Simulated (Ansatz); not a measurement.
# In2O3: the cell at several levels of theory, part 2 of 2

Ansatz 0.2.0, plane waves. The steps go on from the part before.

**3. r2SCAN: cell and atoms**

It starts from the cell of step 2.

Contents of input.yaml:

```yaml
crystal:
  lattice:
    - [2.7878239752, 1.6095509225, 4.9187389401]
    - [-2.7878239752, 1.6095509225, 4.9187389401]
    - [0.0, -3.2191018451, 4.9187389401]
  atoms:
    - { symbol: In, position: [0.8572457687, 0.8572457687, 0.8572457687] }
    - { symbol: In, position: [0.3572457687, 0.3572457687, 0.3572457687] }
    - { symbol: In, position: [0.1427542313, 0.1427542313, 0.1427542313] }
    - { symbol: In, position: [0.6427542313, 0.6427542313, 0.6427542313] }
    - { symbol: O, position: [0.4535242577, 0.0464757423, 0.75] }
    - { symbol: O, position: [0.0464757423, 0.75, 0.4535242577] }
    - { symbol: O, position: [0.5464757423, 0.9535242577, 0.25] }
    - { symbol: O, position: [0.25, 0.5464757423, 0.9535242577] }
    - { symbol: O, position: [0.9535242577, 0.25, 0.5464757423] }
    - { symbol: O, position: [0.75, 0.4535242577, 0.0464757423] }
kpoints:
  mp_grid: { grid: [6, 6, 6] }
hamiltonian:
  xc: r2scan
scf:
  occupations: { method: fermi_dirac, width: 0.02 }
relax:
  f_tol: 0.005
  cell: {}
output:
  write_density: true
  write_potential: true
  elf: true
  volumetric_format: npy
```

Launch:

```
ansatz run input.yaml --threads 2 --pin off --max-ram 20275MiB --backend cpu --events-out ev --progress --plain --runs-dir out
```

What it wrote:

```text
Engine: ansatz 0.2.0, x86_64-unknown-linux-gnu
Pseudopotentials: kind: paw
Pseudopotential: In, paw, valence charge 13, recommended cutoff 500 eV (meta_gga), In.paw.azcp
Pseudopotential: O, paw, valence charge 6, recommended cutoff 500 eV (meta_gga), O.paw.azcp
Functional definition: r2SCAN
  parameter k0 = 0.174
  parameter k1 = 0.065
  parameter a1 = 4.9479
  exchange = r2scan_x(k0 = k0, k1 = k1, a1 = a1)
  correlation = r2scan_c
Crystal: 10 atoms, lattice volume = 132.427 Å³
Basis set: ecut = 500 eV, 3335 PW (Γ), exchange–correlation on 180×180×180 points (64 copies of the dense FFT grid, shifted against one another)
Bands: 54, of which v1, the nominal top of the filled ones, is band 44 counted from 1 (43 counted from 0)
Symmetry: 12 space group operations
Space group: R-3c (ITA 167), of the structure as read, at distance tolerance 5.1e-5 Å
k-points: 32 of 216
Non-local potential: In, projectors of the file, l = 0: 2, l = 1: 2, l = 2: 2, l = 3: 2
Non-local potential: O, projectors of the file, l = 0: 2, l = 1: 2, l = 2: 1
PAW form: soft (Blöchl's): semilocal exchange-correlation on the pseudo side does not see the compensation charge
PAW frozen core: In, regenerated for the run's functional (the file was generated under x = pbe(κ = 0.804, μ = 0.2195149727645171), c = pbe(β = 0.06672455060314922))
PAW frozen core: O, regenerated for the run's functional (the file was generated under x = pbe(κ = 0.804, μ = 0.2195149727645171), c = pbe(β = 0.06672455060314922))
PAW one-centre angular grid: In, 590 points (default); XC on 289 of its mesh's 2783 points in the sphere
PAW one-centre angular grid: O, 302 points (default); XC on 160 Gauss nodes
Initial density: superposition of atomic densities (neutral atoms: chi_scale 0, normalization atom), corrected by the library's trained network
Initial wavefunctions: pseudopotential atomic-orbital guess
Functional: x = r2scan, c = r2scan; τ floored in thin density (d = 2e-4 eV/Å³)
SCF iter   1: F=—  HF=-25861.238114 eV  |F-HF|=—  |Δ(HF+E_count)|=         —  Δρ=1.16e-2  dr2=1.30e-1  dr2_τ=3.00e-1  ethr=1.77e-3  ⟨swp⟩=6.2  Hψ=6976  notcnv=0  defer=4
preconditioner: auto → Resta (q_TF=auto, 2.549 Å⁻¹)  ε∞=4.1  [insulator: Δε(μ)=1.592 eV  Ē_g=17.079 eV  σ=0.020 eV  W_gap=1.00  n_scr=32 (ndim 8)  ℏωp=30.3 eV  f_vac=0.024  D(μ)=0.00/eV (n_scr^D=0)  ε∞_Penn≈4.1]
SCF iter   2: F=—  HF=-25861.371561 eV  |F-HF|=—  |Δ(HF+E_count)|=   1.33e-1  Δρ=6.25e-3  dr2=2.99e-2  dr2_τ=2.25e-3  ethr=1.48e-4  ⟨swp⟩=2.4  Hψ=3579  notcnv=0  defer=171
SCF iter   3: F=—  HF=-25861.368979 eV  |F-HF|=—  |Δ(HF+E_count)|=   2.58e-3  Δρ=9.91e-4  dr2=1.01e-3  dr2_τ=1.52e-4  ethr=3.40e-5  ⟨swp⟩=3.0  Hψ=2922  notcnv=0  defer=171
SCF iter   4: F=—  HF=-25861.369162 eV  |F-HF|=—  |Δ(HF+E_count)|=   1.83e-4  Δρ=2.88e-4  dr2=6.32e-5  dr2_τ=1.20e-5  ethr=1.14e-6  ⟨swp⟩=2.0  Hψ=2692  notcnv=0  defer=171
SCF iter   5: F=—  HF=-25861.369254 eV  |F-HF|=—  |Δ(HF+E_count)|=   9.25e-5  Δρ=8.32e-5  dr2=9.83e-6  dr2_τ=6.53e-7  ethr=7.18e-8  ⟨swp⟩=2.0  Hψ=2156  notcnv=0  defer=171
SCF iter   6: F=—  HF=-25861.369255 eV  |F-HF|=—  |Δ(HF+E_count)|=   7.83e-7  Δρ=1.85e-5  dr2=5.23e-7  dr2_τ=3.60e-8  ethr=1.12e-8  ⟨swp⟩=2.0  Hψ=2924  notcnv=0  defer=171
SCF iter   7: F=-25861.369255 eV  HF=-25861.369255 eV  |F-HF|=8.06e-9  |Δ(HF+E_count)|=   4.46e-8  Δρ=5.08e-6  dr2=4.34e-8  dr2_τ=2.33e-9  ethr=1.14e-10  ⟨swp⟩=8.0  Hψ=10810  notcnv=0
SCF 1 converged in 7 iterations: F = -25861.369255 eV  dr2 = 4.34e-8
relax step   1: F+E_penalty+E_count = -25861.36925517 eV  Δ(F+E_penalty+E_count) = +0.000e0 eV  max|allowed force component| = 1.058e-1 eV/Å  Δτ_max = 0.0000 Å  P = -6.279 GPa  Ω = 132.427 Å³  (7 SCF iters, dr2 threshold 1.00e-7 eV, accepted)
Crystal: 10 atoms, lattice volume = 126.621 Å³
Basis set: ecut = 500 eV, 3227 PW (Γ), exchange–correlation on 180×180×180 points (64 copies of the dense FFT grid, shifted against one another)
Initial density: handed on by an earlier stage of this run
Initial wavefunctions: those handed on with the density
iter 1 solved again at ethr=3.72e-5 eV; its pass at ethr=3.10e-3 eV (dr2=3.28e-2 eV) is discarded
SCF iter   1: F=—  HF=-25861.352714 eV  |F-HF|=—  |Δ(HF+E_count)|=         —  Δρ=4.94e-3  dr2=3.03e-2  dr2_τ=1.11e-1  ethr=3.72e-5  ⟨swp⟩=3.0  Hψ=7664  notcnv=0
preconditioner: auto → Resta (q_TF=auto, 2.568 Å⁻¹)  ε∞=4.2  [insulator: Δε(μ)=1.839 eV  Ē_g=17.416 eV  σ=0.020 eV  W_gap=1.00  n_scr=32 (ndim 8)  ℏωp=31.0 eV  f_vac=0.018  D(μ)=0.00/eV (n_scr^D=0)  ε∞_Penn≈4.2]
SCF iter   2: F=—  HF=-25861.469654 eV  |F-HF|=—  |Δ(HF+E_count)|=   1.17e-1  Δρ=2.62e-3  dr2=9.47e-3  dr2_τ=2.32e-4  ethr=3.44e-5  ⟨swp⟩=3.8  Hψ=3828  notcnv=0
SCF iter   3: F=—  HF=-25861.468990 eV  |F-HF|=—  |Δ(HF+E_count)|=   6.64e-4  Δρ=1.78e-3  dr2=2.93e-3  dr2_τ=3.59e-4  ethr=1.08e-5  ⟨swp⟩=2.9  Hψ=3504  notcnv=0
SCF iter   4: F=—  HF=-25861.468315 eV  |F-HF|=—  |Δ(HF+E_count)|=   6.74e-4  Δρ=3.30e-4  dr2=1.44e-4  dr2_τ=1.82e-5  ethr=3.32e-6  ⟨swp⟩=2.0  Hψ=2800  notcnv=0
SCF iter   5: F=—  HF=-25861.468403 eV  |F-HF|=—  |Δ(HF+E_count)|=   8.80e-5  Δρ=1.11e-4  dr2=2.37e-5  dr2_τ=7.24e-7  ethr=1.64e-7  ⟨swp⟩=2.0  Hψ=3052  notcnv=0
SCF iter   6: F=—  HF=-25861.468403 eV  |F-HF|=—  |Δ(HF+E_count)|=   1.14e-7  Δρ=4.65e-5  dr2=2.88e-6  dr2_τ=1.44e-7  ethr=2.69e-8  ⟨swp⟩=2.0  Hψ=3137  notcnv=0
SCF iter   7: F=-25861.468403 eV  HF=-25861.468403 eV  |F-HF|=1.19e-7  |Δ(HF+E_count)|=   2.38e-7  Δρ=1.22e-5  dr2=2.01e-7  dr2_τ=9.01e-9  ethr=1.14e-9  ⟨swp⟩=8.9  Hψ=12058  notcnv=0
SCF 2 converged in 7 iterations: F = -25861.468403 eV  dr2 = 2.01e-7
  Residual-converged pass: ⟨swp⟩=1.0  Hψ=1856  notcnv=0  max |occ|·‖R‖ = 7.1e-9 eV (tolerance 1.0e-8 eV)  dr2=2.01e-7  dr2_τ=9.01e-9  dr2_onsite=1.23e-8  max |Δocc| = 0.0e0
relax step   2: F+E_penalty+E_count = -25861.46840275 eV  Δ(F+E_penalty+E_count) = -9.915e-2 eV  max|allowed force component| = 5.578e-2 eV/Å  Δτ_max = 0.0042 Å  P = +1.267 GPa  Ω = 126.621 Å³  energy of the carried Pulay correction = +2.842e-3 eV  (7 SCF iters, dr2 threshold 1.00e-6 eV, accepted)
Crystal: 10 atoms, lattice volume = 127.592 Å³
iter 1 solved again at ethr=1.06e-6 eV; its pass at ethr=3.10e-3 eV (dr2=9.29e-4 eV) is discarded
SCF iter   1: F=—  HF=-25861.468002 eV  |F-HF|=—  |Δ(HF+E_count)|=         —  Δρ=9.33e-4  dr2=1.06e-3  dr2_τ=3.90e-3  ethr=1.06e-6  ⟨swp⟩=2.5  Hψ=7460  notcnv=0
preconditioner: auto → Resta (q_TF=auto, 2.564 Å⁻¹)  ε∞=4.2  [insulator: Δε(μ)=1.798 eV  Ē_g=17.285 eV  σ=0.020 eV  W_gap=1.00  n_scr=32 (ndim 8)  ℏωp=30.8 eV  f_vac=0.023  D(μ)=0.00/eV (n_scr^D=0)  ε∞_Penn≈4.2]
SCF iter   2: F=—  HF=-25861.471674 eV  |F-HF|=—  |Δ(HF+E_count)|=   3.67e-3  Δρ=4.78e-4  dr2=3.06e-4  dr2_τ=9.12e-6  ethr=1.06e-6  ⟨swp⟩=2.0  Hψ=3456  notcnv=0
SCF iter   3: F=—  HF=-25861.471648 eV  |F-HF|=—  |Δ(HF+E_count)|=   2.60e-5  Δρ=2.75e-4  dr2=6.84e-5  dr2_τ=8.42e-6  ethr=3.47e-7  ⟨swp⟩=2.0  Hψ=3106  notcnv=0
SCF iter   4: F=—  HF=-25861.471636 eV  |F-HF|=—  |Δ(HF+E_count)|=   1.23e-5  Δρ=7.35e-5  dr2=7.42e-6  dr2_τ=9.78e-7  ethr=7.78e-8  ⟨swp⟩=2.0  Hψ=3085  notcnv=0
SCF iter   5: F=—  HF=-25861.471636 eV  |F-HF|=—  |Δ(HF+E_count)|=   1.51e-7  Δρ=2.25e-5  dr2=1.08e-6  dr2_τ=2.24e-8  ethr=8.43e-9  ⟨swp⟩=2.8  Hψ=3035  notcnv=0
SCF iter   6: F=-25861.471636 eV  HF=-25861.471636 eV  |F-HF|=9.26e-9  |Δ(HF+E_count)|=   2.68e-8  Δρ=5.80e-6  dr2=6.33e-8  dr2_τ=2.80e-9  ethr=1.14e-9  ⟨swp⟩=8.3  Hψ=11448  notcnv=0
SCF 3 converged in 6 iterations: F = -25861.471636 eV  dr2 = 6.33e-8
relax step   3: F+E_penalty+E_count = -25861.47163593 eV  Δ(F+E_penalty+E_count) = -3.233e-3 eV  max|allowed force component| = 1.726e-2 eV/Å  Δτ_max = 0.0011 Å  P = -0.079 GPa  Ω = 127.592 Å³  energy of the carried Pulay correction = +2.358e-3 eV  (6 SCF iters, dr2 threshold 1.00e-6 eV, accepted)
[... 8 lines left out ...]
relax step   4: F+E_penalty+E_count = -25861.47175846 eV  Δ(F+E_penalty+E_count) = -1.225e-4 eV  max|allowed force component| = 1.144e-2 eV/Å  Δτ_max = 0.0017 Å  P = -0.047 GPa  Ω = 127.563 Å³  energy of the carried Pulay correction = +2.372e-3 eV  (4 SCF iters, dr2 threshold 1.31e-7 eV, accepted)
[... 8 lines left out ...]
relax step   5: F+E_penalty+E_count = -25861.47184383 eV  Δ(F+E_penalty+E_count) = -8.536e-5 eV  max|allowed force component| = 6.093e-4 eV/Å  Δτ_max = 0.0003 Å  P = -0.010 GPa  Ω = 127.524 Å³  energy of the carried Pulay correction = +2.391e-3 eV  (4 SCF iters, dr2 threshold 7.52e-8 eV, accepted)
Initial wavefunctions: pseudopotential atomic-orbital guess (no wavefunctions were taken with the density)
iter 1 solved again at ethr=2.36e-8 eV; its pass at ethr=3.10e-3 eV (dr2=2.08e-5 eV) is discarded
SCF iter   1: F=—  HF=-25861.469235 eV  |F-HF|=—  |Δ(HF+E_count)|=         —  Δρ=1.11e-4  dr2=1.55e-6  dr2_τ=6.45e-6  ethr=2.36e-8  ⟨swp⟩=3.8  Hψ=12078  notcnv=0
preconditioner: auto → Resta (q_TF=auto, 2.565 Å⁻¹)  ε∞=4.2  [insulator: Δε(μ)=1.804 eV  Ē_g=17.302 eV  σ=0.020 eV  W_gap=1.00  n_scr=32 (ndim 8)  ℏωp=30.8 eV  f_vac=0.022  D(μ)=0.00/eV (n_scr^D=0)  ε∞_Penn≈4.2]
SCF iter   2: F=—  HF=-25861.469324 eV  |F-HF|=—  |Δ(HF+E_count)|=   8.88e-5  Δρ=5.79e-5  dr2=4.51e-7  dr2_τ=4.77e-7  ethr=1.76e-9  ⟨swp⟩=2.7  Hψ=2885  notcnv=0
SCF iter   3: F=—  HF=-25861.469325 eV  |F-HF|=—  |Δ(HF+E_count)|=   9.30e-7  Δρ=1.14e-5  dr2=8.51e-8  dr2_τ=2.27e-8  ethr=5.12e-10  ⟨swp⟩=2.0  Hψ=3136  notcnv=0
SCF iter   4: F=—  HF=-25861.469325 eV  |F-HF|=—  |Δ(HF+E_count)|=   9.13e-9  Δρ=1.59e-6  dr2=2.15e-9  dr2_τ=2.55e-10  ethr=9.68e-11  ⟨swp⟩=2.0  Hψ=2291  notcnv=0
SCF iter   5: F=—  HF=-25861.469325 eV  |F-HF|=—  |Δ(HF+E_count)|=  6.84e-10  Δρ=3.86e-7  dr2=1.54e-10  dr2_τ=1.23e-11  ethr=2.44e-12  ⟨swp⟩=3.0  Hψ=3136  notcnv=0
SCF iter   6: F=-25861.469325 eV  HF=-25861.469325 eV  |F-HF|=1.09e-11  |Δ(HF+E_count)|=  3.64e-12  Δρ=6.59e-8  dr2=6.58e-12  dr2_τ=4.25e-13  ethr=1.00e-12  ⟨swp⟩=6.0  Hψ=7933  notcnv=0
SCF 6 converged in 6 iterations: F = -25861.469325 eV  dr2 = 6.58e-12
relax step   6: F+E_penalty+E_count = -25861.46932470 eV  Δ(F+E_penalty+E_count) = +2.519e-3 eV  max|allowed force component| = 9.555e-4 eV/Å  Δτ_max = 0.0000 Å  P = +0.001 GPa  Ω = 127.524 Å³  stress off target by 2.11e-3 GPa  SCF on the basis re-selected at this cell (its energy is not comparable with the rows above)  (6 SCF iters)
basis re-selected at this cell: Δ(F+E_penalty+E_count) = +2.519e-3 eV, ΔP = +0.011 GPa vs the last step (what re-selecting the basis moved, of the pressure what is left beyond the Pulay correction that the steps carried, after the strain that the cell walked since its last selection, with what the two solves' SCF thresholds leave and, on support functions, any second-order correction that the steps lacked; it is no measure of the basis error at this ecutwfc). This SCF's stress stands 2.11e-3 GPa from its target on what of the cell is left free (relax.cell.stress_tol is 5.00e-2 GPa) and its largest allowed force component is 9.56e-4 eV/Å (relax.f_tol is 5.00e-3 eV/Å): within both
SCF converged after 6 iterations
Free energy (F): -25861.469325 eV
Harris-Foulkes:  -25861.469325 eV  (|F-HF|=1.09e-11)
Internal energy: -25861.469325 eV  (E = F + TS)
E sigma→0 (E₀):  -25861.469325 eV
Fermi energy:    9.364091 eV
--- Per-component energies (eV) ---
  E_band       = -32.348589
  E_kinetic    = 2039.786968
  E_local      = -5922.227575  (includes V_loc(G=0)·N_el)
  E_nonlocal   = 1775.155984
  E_hartree    = 2285.572677
  E_xc         = -1236.955364
  E_vxc        = -1049.786556  (∫ρ·V_xc dr)
  E_paw        = -17725.786951  (= ΣΔE_a)
  E_vpaw       = -1514.614703  (= ΣTr[D̂ρ^β])
  E_aug_tail   = 0.006073  (compensation charges beyond the density's cutoff)
  E_vtau       = 68.185927  (kinetic-family band-sum trace: ∫τ·v_τ [+ j·A + Jᵃ·Aᵃ] dr)
  E_ewald      = -7080.691674
  E_core_change = 3.670538  (= ΣΔE_core)
  E_smearing   = -0.000000  (= −TS)
  E_closure    = -0.000000  (closes the sum)
  Σ components = -25861.469325   (vs F -25861.469325, Δ=0.00e0)
--- Forces (eV/Å), atoms counted from 1 ---
  atom   1  In     0.00000000    -0.00000000     0.00095551
  atom   2  In    -0.00000000    -0.00000000     0.00095551
  atom   3  In    -0.00000000     0.00000000    -0.00095551
  atom   4  In     0.00000000     0.00000000    -0.00095551
  atom   5  O      0.00014137    -0.00000000     0.00000000
  atom   6  O     -0.00007069    -0.00012243    -0.00000000
  atom   7  O     -0.00014137     0.00000000    -0.00000000
  atom   8  O      0.00007069    -0.00012243    -0.00000000
  atom   9  O      0.00007069     0.00012243     0.00000000
  atom  10  O     -0.00007069     0.00012243     0.00000000
  max |Σ_I F_I| component: 1.27e-17 eV/Å
--- Stress (GPa, compression-positive) ---
        0.002113       0.000000      -0.000000
        0.000000       0.002113       0.000000
       -0.000000       0.000000      -0.000701
  P = ⅓ Tr σ = 0.0012 GPa (0.012 kbar)
--- Band table (eV; the first three rows and the last of 32) ---
  k-point 0: bands = ["-10.0568", "-9.2004", "-9.2004", "-9.0041", "-9.0041", "-8.9257", "-4.2338", "-4.2338", "-4.0871", "-4.0871", "-4.0860", "-3.9547", "-3.9245", "-3.9245", "-3.8881", "-3.8881", "-3.8353", "-3.8353", "-3.7519", "-3.7233", "-3.7233", "-3.7198", "-3.4469", "-3.4469", "-2.7729", "-2.7729", "2.8862", "3.2552", "4.4433", "4.4433", "5.1561", "5.5591", "5.7834", "5.7834", "5.9667", "7.6954", "7.6954", "7.9513", "8.0379", "8.0379", "8.1738", "8.1738", "8.3996", "8.3996", "10.2356", "14.6171", "15.3955", "16.3530", "18.4456", "18.4456", "18.5487", "18.6880", "19.0959", "19.0959"]
  k-point 1: bands = ["-9.9839", "-9.1924", "-9.1863", "-9.0720", "-9.0196", "-8.9469", "-4.2165", "-4.2042", "-4.1100", "-4.0916", "-4.0616", "-3.9671", "-3.9162", "-3.9151", "-3.9047", "-3.8910", "-3.8487", "-3.8341", "-3.7466", "-3.7260", "-3.7208", "-3.6671", "-3.4707", "-3.4337", "-2.8827", "-2.8092", "3.0027", "3.2364", "4.1420", "4.8132", "4.9549", "5.6140", "5.9952", "6.1959", "6.4012", "6.9774", "7.5606", "7.5889", "7.9420", "7.9498", "8.1700", "8.2366", "8.2440", "8.3797", "11.0632", "14.9206", "15.2487", "16.0666", "17.4084", "17.9349", "18.7849", "18.8546", "19.5877", "19.6926"]
  k-point 2: bands = ["-9.7860", "-9.2615", "-9.1619", "-9.1451", "-9.0608", "-9.0044", "-4.1925", "-4.1559", "-4.1020", "-4.0794", "-4.0349", "-3.9867", "-3.9537", "-3.9349", "-3.8972", "-3.8920", "-3.8436", "-3.8167", "-3.7833", "-3.7272", "-3.7150", "-3.5729", "-3.4555", "-3.3927", "-3.1023", "-2.9393", "3.2439", "3.4755", "3.7163", "4.8540", "5.3646", "5.8377", "5.9505", "6.4114", "6.7885", "6.9000", "7.1781", "7.2695", "7.7871", "7.8274", "7.8380", "7.9048", "8.2948", "8.4318", "12.5096", "15.0016", "15.0825", "15.3558", "17.0009", "17.5503", "18.5190", "19.1994", "19.3519", "19.5081"]
  k-point 31: bands = ["-9.5242", "-9.5242", "-9.1042", "-9.1042", "-9.1042", "-9.1042", "-4.1339", "-4.1339", "-4.1164", "-4.1164", "-4.1164", "-4.1164", "-3.9507", "-3.9507", "-3.9507", "-3.9507", "-3.7368", "-3.7368", "-3.7368", "-3.7368", "-3.6364", "-3.6364", "-3.1961", "-3.1961", "-3.1961", "-3.1961", "3.5437", "3.5437", "4.8989", "4.8989", "5.5469", "5.5469", "5.5469", "5.5469", "6.4658", "6.4658", "7.3433", "7.3433", "7.3433", "7.3433", "8.2447", "8.2447", "8.2447", "8.2447", "13.3787", "13.3787", "16.3145", "16.3145", "17.4232", "17.4232", "18.9536", "18.9536", "18.9536", "18.9536"]
--- Relaxed structure (5 steps of the walk, 5 accepted, 1 SCFs on fresh bases) ---
  F+E_penalty+E_count = -25861.46932470 eV   max|allowed force component| = 9.555e-4 eV/Å   (the final SCF, on the basis selected at the relaxed cell)
  cell:  # Å, volume = 127.5241 Å³
    - [2.7538208585002906, 1.5899192139387006, 4.854340361953774]
    - [-2.7538208585002906, 1.5899192139387006, 4.854340361953774]
    - [-1.3517529565118966e-33, -3.179838427926747, 4.854340361937613]
  atoms:
    - { symbol: In, position: [0.8570396371914889, 0.8570396371914889, 0.8570396371914891] }
    - { symbol: In, position: [0.357039637191489, 0.357039637191489, 0.3570396371914892] }
    - { symbol: In, position: [0.1429603628085109, 0.1429603628085109, 0.14296036280851096] }
    - { symbol: In, position: [0.642960362808511, 0.642960362808511, 0.642960362808511] }
    - { symbol: O, position: [0.45338618382103685, 0.046613816178962986, 0.75] }
    - { symbol: O, position: [0.04661381617896304, 0.75, 0.45338618382103707] }
    - { symbol: O, position: [0.5466138161789631, 0.9533861838210371, 0.25000000000000017] }
    - { symbol: O, position: [0.2499999999999999, 0.5466138161789629, 0.9533861838210371] }
    - { symbol: O, position: [0.9533861838210369, 0.24999999999999994, 0.546613816178963] }
    - { symbol: O, position: [0.75, 0.45338618382103696, 0.04661381617896304] }
```

Wall time 50 s (2 threads of AMD EPYC 7R13 (Zen 3), shared host); peak memory 1.2 GiB.

Ionic steps:

```csv
step,energy change (meV/atom),largest force (eV/Å),pressure (GPa),volume (Å³/atom)
1,0.0,0.1058,-6.28,13.243
2,-9.9,0.0558,1.27,12.662
3,-10.2,0.0173,-0.08,12.759
4,-10.3,0.0114,-0.05,12.756
5,-10.3,0.0006,-0.01,12.752
6,-10.0,0.0010,0.00,12.752
```

Step 6 solves the same cell on a plane-wave basis chosen anew, so the energy can jump there without a move.

The table lists every geometry solved, with passes on a fresh basis, whose energies don't compare exactly with the rows above.

|  | before | after | change |
| --- | --- | --- | --- |
| a (Å) | 5.576 | 5.508 | -1.22 % |
| c (Å) | 14.756 | 14.563 | -1.31 % |
| volume (Å³/atom) | 13.243 | 12.752 | -3.70 % |
| shortest distance (Å) | 2.156 | 2.130 | -1.20 % |
| space group | R-3c | R-3c | same |

The maps below are laid out on this run's own conventional cell (a, b, c = 5.508, 5.508, 14.563 Å).

Density in a lattice plane of the grid's cell (edges 5.51 and 14.56 Å, at 0.333 of the third edge), which holds In and O.

Ten even steps from ' ' (0.03 e/Å³) to '@' (9.91 e/Å³):
```
::..        ==**..  
++::              ..
                    
                    
    ..**--          
            ##@@..  
            ::--    
++                --
::                ::
            ==**..  
      ::..  ==**..  
    ..++::          
                    
                    
**--              ..
            ##@@..  
            ::--    
      --++          
      ..::          
            ==**..  
```
Columns run along the first of these edges and rows up along the second, over one cell in 10 and 20 even steps from the bottom left corner. Atoms in the plane (fractional): In at (0.67, 0.19), In at (0.67, 0.69), In at (0.67, 0.48), In at (0.67, 0.98), O at (0.37, 0.08), O at (0.96, 0.58).

ELF in the same plane.

Ten even steps from '0' (0.00) to '9' (0.82):
```
9940021027
7950001129
6400000004
0059830000
0395932210
0179710021
6200012114
7820000069
9710001149
2012120021
0299911020
0297951110
0026510000
9710000017
5960012229
9820020024
0015612120
0079791000
0059971100
2102220021
```
Columns run along the first of these edges and rows up along the second, over one cell in 10 and 20 even steps from the bottom left corner. Atoms in the plane (fractional): In at (0.67, 0.19), In at (0.67, 0.69), In at (0.67, 0.48), In at (0.67, 0.98), O at (0.37, 0.08), O at (0.96, 0.58).

Both are smooth fields of the valence electrons: close to the nuclei they are not physical.

Maxima of ELF outside the ion cores: 0.84 in the shell around O, 0.6 Å from O.

**4. Results**

This closing draws on all 2 parts.

| level | a (Å) | c (Å) | volume (Å³/atom) | space group | SCF geometries |
| --- | --- | --- | --- | --- | --- |
| PBE | 5.576 | 14.756 | 13.243 | R-3c | 11 |
| r2SCAN | 5.508 | 14.563 | 12.752 | R-3c | 6 |

**Reading.** From the start to the first minimum the volume moved by +22.4 %. The volume runs from r2SCAN (least) to PBE (most), a spread of 3.8 %, or 1.3 % in length if all axes shared it alike.
